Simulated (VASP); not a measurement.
# MnO (P-6m2) in VASP: notebook

Aim: see how the results for MnO move with the level of theory and the settings. Levels: LDA+U, LDA. Tasks: single point.

All numbers are computed with VASP 6.6.1; they aren't measurements. Logs are shortened: lines on timing, memory, paths and dates and some standing lists are left out, and cuts for length are marked.

### 1 The crystal as given

Symmetry: P-6m2, No. 187, hexagonal system. Conventional cell: a = 2.969 Å, b = 2.969 Å, c = 2.898 Å, α = 90.00°, β = 90.00°, γ = 120.00°. Mn (site symmetry -6m2) is surrounded by 6 O at 2.24 Å. Around O (site symmetry -6m2) lie 6 Mn at 2.24 Å.

Measurements of this composition are mostly on another form, of space group No. 225.

### 2 Single point, LDA+U

INCAR reads:

```
SYSTEM = MnO
PREC = Accurate
ENCUT = 520
EDIFF = 1E-7
ISMEAR = 0
SIGMA = 0.05
LREAL = .False.
LASPH = .True.
NELM = 100
ALGO = Normal
ISIF = 2
LWAVE = .False.
LCHARG = .False.
LMAXMIX = 4
LDAU = .True.
LDAUTYPE = 2
LDAUL = 2 -1
LDAUU = 6 0
LDAUJ = 0 0
LDAUPRINT = 1
GGA = CA
```

KPOINTS reads:

```
regular mesh
0
Gamma
  7 7 7
  0 0 0
```

POSCAR reads:

```
MnO
1.0
    2.9694859100      0.0000000000      0.0000000000
   -1.4847429600      2.5716502300      0.0000000000
    0.0000000000      0.0000000000      2.8980711300
Mn O
1 1
Direct
    0.0000000000      0.0000000000      0.0000000000
    0.6666666667      0.3333333333      0.5000000000
```

Potentials or basis: VASP PAW LDA potentials, release 64 (Mn_pv, O).

On the command line:

```
$ cat potpaw_LDA.64/Mn_pv/POTCAR potpaw_LDA.64/O/POTCAR > POTCAR
$ mpirun -np 1 vasp_std > vasp.out
```

OUTCAR:

```text
SYSTEM = MnO
   PREC = Accurate
   ENCUT = 520
   EDIFF = 1E-7
   ISMEAR = 0
   LREAL = .False.
   LASPH = .True.
   NELM = 100
   ISIF = 2
   GGA = CA

 ion  position               nearest neighbor table
   1  0.000  0.000  0.000-   2 2.24   2 2.24   2 2.24   2 2.24   2 2.24   2 2.24
   2  0.667  0.333  0.500-   1 2.24   1 2.24   1 2.24   1 2.24   1 2.24   1 2.24

  LATTYP: Found a hexagonal cell.
 ALAT       =     2.9694859100
 C/A-ratio  =     0.9759504567

  Lattice vectors:

 A1 = (   2.9694859100,   0.0000000000,   0.0000000000)
 A2 = (  -1.4847429600,   2.5716502300,   0.0000000000)
 A3 = (   0.0000000000,   0.0000000000,   2.8980711300)

Analysis of symmetry for initial positions (statically):
=====================================================================
 Subroutine PRICEL returns:
 Original cell was already a primitive cell.

 Routine SETGRP: Setting up the symmetry group for a
 hexagonal supercell.

 Subroutine GETGRP returns: Found 12 space group operations
 (whereof 12 operations were pure point group operations)
 out of a pool of 24 trial point group operations.

The static configuration has the point symmetry D_3h.

Analysis of symmetry for dynamics (positions and initial velocities):
=====================================================================
 Subroutine PRICEL returns:
 Original cell was already a primitive cell.

 Routine SETGRP: Setting up the symmetry group for a
 hexagonal supercell.

 Subroutine GETGRP returns: Found 12 space group operations
 (whereof 12 operations were pure point group operations)
 out of a pool of 24 trial point group operations.

The dynamic configuration has the point symmetry D_3h.

 Subroutine INISYM returns: Found 12 space group operations
 (whereof 12 operations are pure point group operations),
 and found     1 'primitive' translations

----------------------------------------------------------------------------------------

                                     Primitive cell

  volume of cell :      22.1311

  direct lattice vectors                    reciprocal lattice vectors
     2.969485910  0.000000000  0.000000000     0.336758628  0.194427685  0.000000000
    -1.484742960  2.571650230  0.000000000     0.000000000  0.388855369  0.000000000
     0.000000000  0.000000000  2.898071130     0.000000000  0.000000000  0.345057093

  length of vectors
     2.969485910  2.969485909  2.898071130     0.388855369  0.388855369  0.345057093

  position of ions in fractional coordinates (direct lattice)
     0.000000000  0.000000000  0.000000000
     0.666666667  0.333333333  0.500000000

  ion indices of the primitive-cell ions
   primitive index   ion index
                 1           1
                 2           2

----------------------------------------------------------------------------------------

 KPOINTS: regular mesh

Automatic generation of k-mesh.
 Grid dimensions read from file:
 generate k-points for:    7    7    7

 Generating k-lattice:

  Cartesian coordinates                     Fractional coordinates (reciprocal lattice)
     0.048108375  0.027775384  0.000000000     0.142857143  0.000000000  0.000000000
     0.000000000  0.055550767  0.000000000     0.000000000  0.142857143  0.000000000
     0.000000000  0.000000000  0.049293870     0.000000000  0.000000000  0.142857143

  Length of vectors
     0.055550767  0.055550767  0.049293870

  Shift w.r.t. Gamma in fractional coordinates (k-lattice)
     0.000000000  0.000000000  0.000000000

[... 51 lines left out ...]
   LREAL  =      F    real-space projection
   EDIFFG = 0.1E-05   stopping-criterion for IOM
   NSW    =      0    number of steps for IOM
   IBRION =     -1    ionic relax: 0-MD 1-quasi-New 2-CG
   NFREE  =      0    steps in history (QN), initial steepest desc. (CG)
   ISIF   =      2    stress and relaxation
   ISYM   =      2    0-nonsym 1-usesym 2-fastsym
   POTIM  = 0.5000    time-step for ionic-motion
   TEBEG  =    0.0;   TEEND  =   0.0 temperature during run
   PSTRESS=    0.0 pullay stress
   NELECT =      19.0000    total number of electrons
   NUPDOWN=      -1.0000    fix difference up-down
   EMIN   =  10.00;   EMAX   =-10.00  energy-range for DOS
   EFERMI =   0.00;   METHOD = LEGACY
   ISMEAR =     0;   SIGMA  =   0.05  broadening in eV -4-tet -1-fermi 0-gaus
   EFERMI_NEDOS =   21; number of points for ismear=-14 and -15
   IALGO  =     38    algorithm
   IMIX   =      4    mixing-type and parameters
     AMIX     =   0.40;   BMIX     =  1.00
     AMIX_MAG =   1.60;   BMIX_MAG =  1.00
  volume/ion in A,a.u.               =      11.07        74.67
  Fermi-wavevector in a.u.,A,eV,Ry     =   1.555937  2.940294 32.938881  2.420939
  Thomas-Fermi vector in A             =   2.659805
   LORBIT       =      0    0 simple, 1 ext, 2 COOP (PROOUT), +10 PAW based schemes
 LDA+U is selected, type is set to LDAUTYPE =  2
   angular momentum for each species LDAUL =     2   -1
   U (eV)           for each species LDAUU =   6.0  0.0
   J (eV)           for each species LDAUJ =   0.0  0.0
   GGA     = CA    functional components
   LHFCALC =     F    Hartree Fock is set to
   AEXX    =    0.0000 exact exchange contribution
   IVDW    =     0    specifies the selected vdW correction
   LEPSILON=     F    determine dielectric tensor
   LRPA    =     F    only Hartree local field effects (RPA)
 non-spin polarized calculation
 Gauss-broadening in eV      SIGMA  =   0.05
  energy-cutoff  :      520.00
  volume of cell :       22.13
 maximum number of plane-waves:       617
 NGX is ok and might be reduce to    24
   NGX = 11   NGY = 11   NGZ = 11

 number of electron      18.9999987 magnetization

 Free energy of the ion-electron system (eV)
  ---------------------------------------------------
  ext. energy  EPLUGINS =         0.00000000
  ---------------------------------------------------
  free energy    TOTEN  =       -11.44498597 eV

  energy without entropy =      -11.43856279  energy(sigma->0) =      -11.44177438

atom =   1  type =  1  l = 2

 onsite density matrix

spin component  1

  0.6994  0.0000  0.0000 -0.0000  0.0000
  0.0000  0.0931  0.0000 -0.0000  0.0000
  0.0000  0.0000  0.9328 -0.0000 -0.0000
 -0.0000 -0.0000 -0.0000  0.0931 -0.0000
  0.0000  0.0000 -0.0000 -0.0000  0.6994

spin component  2

  0.6994  0.0000  0.0000 -0.0000  0.0000
  0.0000  0.0931  0.0000 -0.0000  0.0000
  0.0000  0.0000  0.9328 -0.0000 -0.0000
 -0.0000 -0.0000 -0.0000  0.0931 -0.0000
  0.0000  0.0000 -0.0000 -0.0000  0.6994

 occupancies and eigenvectors

  o =  0.0931  v = -0.0000  0.9074 -0.0000  0.4203  0.0000  0.0000  0.0000  0.0000  0.0000  0.0000      0.0000  0.0000  0.0000  0.0000  0.0000  0.0000  0.0000  0.0000  0.0000  0.0000
  o =  0.0931  v =  0.0000  0.0000  0.0000  0.0000  0.0000 -0.0000  0.9074 -0.0000  0.4203  0.0000      0.0000  0.0000  0.0000  0.0000  0.0000  0.0000  0.0000  0.0000  0.0000  0.0000
  o =  0.0931  v = -0.0000  0.4203 -0.0000 -0.9074  0.0000  0.0000  0.0000  0.0000  0.0000  0.0000      0.0000  0.0000  0.0000  0.0000  0.0000  0.0000  0.0000  0.0000  0.0000  0.0000
  o =  0.0931  v =  0.0000  0.0000  0.0000  0.0000  0.0000 -0.0000  0.4203 -0.0000 -0.9074  0.0000      0.0000  0.0000  0.0000  0.0000  0.0000  0.0000  0.0000  0.0000  0.0000  0.0000
  o =  0.6994  v = -0.0990 -0.0000  0.0000  0.0000  0.9951  0.0000  0.0000  0.0000  0.0000  0.0000      0.0000  0.0000  0.0000  0.0000  0.0000  0.0000  0.0000  0.0000  0.0000  0.0000
  o =  0.6994  v =  0.0000  0.0000  0.0000  0.0000  0.0000 -0.0990 -0.0000  0.0000  0.0000  0.9951      0.0000  0.0000  0.0000  0.0000  0.0000  0.0000  0.0000  0.0000  0.0000  0.0000
  o =  0.6994  v =  0.0000  0.0000  0.0000  0.0000  0.0000 -0.9951  0.0000  0.0000 -0.0000 -0.0990      0.0000  0.0000  0.0000  0.0000  0.0000  0.0000  0.0000  0.0000  0.0000  0.0000
  o =  0.6994  v = -0.9951  0.0000  0.0000 -0.0000 -0.0990  0.0000  0.0000  0.0000  0.0000  0.0000      0.0000  0.0000  0.0000  0.0000  0.0000  0.0000  0.0000  0.0000  0.0000  0.0000
  o =  0.9328  v =  0.0000  0.0000  0.0000  0.0000  0.0000 -0.0000 -0.0000 -1.0000  0.0000  0.0000      0.0000  0.0000  0.0000  0.0000  0.0000  0.0000  0.0000  0.0000  0.0000  0.0000
  o =  0.9328  v = -0.0000 -0.0000 -1.0000  0.0000  0.0000  0.0000  0.0000  0.0000  0.0000  0.0000      0.0000  0.0000  0.0000  0.0000  0.0000  0.0000  0.0000  0.0000  0.0000  0.0000

 number of electron      18.9999980 magnetization

 Free energy of the ion-electron system (eV)
  ---------------------------------------------------
  ext. energy  EPLUGINS =         0.00000000
  ---------------------------------------------------
  free energy    TOTEN  =       -10.62931095 eV

  energy without entropy =      -10.61837638  energy(sigma->0) =      -10.62384366

 E-fermi :   5.8814     XC(G=0): -12.4281

 val. band max:        5.8789086363   @ k =   0.4286   0.0000   0.2857
 cond. band min:       5.8838428753   @ k =   0.2857   0.1429   0.0000
 fundamental gap:      0.0049342390
 Fermi energy:         5.8813979591

 k-point     1 :       0.0000    0.0000    0.0000
  band No.  band energies     occupation
      1     -42.0773      2.00000
      2     -41.1049      2.00000
      3     -41.1049      2.00000
      4     -12.8884      2.00000
      5       1.7096      2.00000
      6       2.2856      2.00000
      7       2.2856      2.00000
      8       2.9403      2.00000
      9       6.3045      0.00000
     10       6.3045      0.00000
     11       6.8062      0.00000
     12       8.3138      0.00000
     13       8.3138      0.00000
[... 354 lines left out ...]
  band No.  band energies     occupation
      1     -42.1163      2.00000
      2     -41.1780      2.00000
      3     -41.1530      2.00000
      4     -11.6464      2.00000
      5       0.4866      2.00000
      6       0.9784      2.00000
      7       1.2700      2.00000
      8       3.8819      2.00000
      9       4.8897      2.00000
     10       6.2593      0.00000
     11       8.4825      0.00000
     12       8.7100      0.00000
     13      13.1164      0.00000

 [... further k-points ...]
[... 5 lines left out ...]
  --------------------------------------------------------------------------------------
  -------------------------------------------------------------------------------------
  Total       -5.0361049     -5.0361049     -5.0999373      0.0000000      0.0000000      0.0000000
  in kB     -364.5886450   -364.5886438   -369.2097894      0.0000007      0.0000000      0.0000000
  external PRESSURE =    -366.1290261 kB  Pullay stress =       0.0000000 kB

 VOLUME and BASIS-vectors are now :
 -----------------------------------------------------------------------------
  energy-cutoff  :      520.00
  volume of cell :       22.13
      direct lattice vectors                 reciprocal lattice vectors
     2.969485910  0.000000000  0.000000000     0.336758628  0.194427685  0.000000000
    -1.484742960  2.571650230  0.000000000     0.000000000  0.388855369  0.000000000
     0.000000000  0.000000000  2.898071130     0.000000000  0.000000000  0.345057093

 POSITION                                       TOTAL-FORCE (eV/Angst)
 -----------------------------------------------------------------------------------
      0.00000      0.00000      0.00000        -0.000000      0.000000      0.000000
      1.48474      0.85722      1.44904         0.000000      0.000000      0.000000
 -----------------------------------------------------------------------------------
    total drift:                               -0.000000      0.000000      0.000000

  FREE ENERGIE OF THE ION-ELECTRON SYSTEM (eV)
  ---------------------------------------------------
  free  energy   TOTEN  =       -10.6293109468 eV

  energy  without entropy=      -10.6183763805  energy(sigma->0) =      -10.62384366
```

It took 6.2 s on 1 thread of Intel Xeon 6975P-C (Granite Rapids), shared host; peak memory 0.13 GiB.

What came out:

```yaml
Free_energy: -10.6293 eV
Pressure: -36.6 GPa
Band_gap_on_the_k_mesh: none (metal or under the smearing width)
```

Levels at points of the mesh, in eV from the Fermi level:
```csv
k point,band 7,band 8,band 9,band 10,band 11,band 12,band 13
"(0.00, 0.00, 0.00)",-3.60,-2.94,0.42,0.42,0.92,2.43,2.43
```

Eigenvalues of the final occupation matrices:
| site | spin | trace | eigenvalues |
| --- | --- | --- | --- |
| site 1 d | 1 | 2.52 | 0.09 0.09 0.70 0.70 0.93 |
| site 1 d | 2 | 2.52 | 0.09 0.09 0.70 0.70 0.93 |

Caveat: a pressure of tens of GPa on the cell as given is suspect, and the run, the potentials or the cell itself is likely at fault; an odd number of electrons without spin polarisation forces a metal; a magnetic or distorted state may lie lower; the run has no spin polarisation, though such a crystal can be magnetic; U without spin polarisation on a metal has little footing. Spin polarisation is off, so any magnetic state and its effect on volume and gap are missing.

(Continued in part 2 of 2.)
